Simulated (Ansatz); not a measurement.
Te2Mo, a slab with vacuum:

```
Te Mo
1.0
     3.56023    0.00000    0.00000
    -1.78012    3.08325    0.00000
     0.00000    0.00000   17.52406
Te Mo
2 1
Direct
  0.33333 0.66667 0.10214
  0.33333 0.66667 0.89786
  0.00000 0.00000 0.00000
```

Base run:

* Program: Ansatz 0.2.0
* Functional: LDA
* Potentials or basis: Ansatz PAW
* Cutoff: 420 eV
* Density cutoff: 1680 eV
* k mesh: 12 × 12 × 2
* Occupations: fixed
* Spin: no spin polarisation

Its results: band gap on the k mesh 1.04 eV, direct; largest force 0.422 eV/Å.

Task: The run is repeated on the same cell with these changes: functional from LDA to r2SCAN; cutoff from 420 eV to 500 eV; density cutoff from 1680 eV to 2000 eV; level from lda to r2scan. What comes out?

Result: Band gap on the k mesh 1.12 eV, direct; largest force 0.007 eV/Å.

Caveats: spin-orbit coupling is left out, which moves the levels of the heavy elements; the PAW data sets come from PBE, with cores solved anew for the run's functional, which leaves a small shift of forces and pressure.

Not every run made on this cell is shown here.
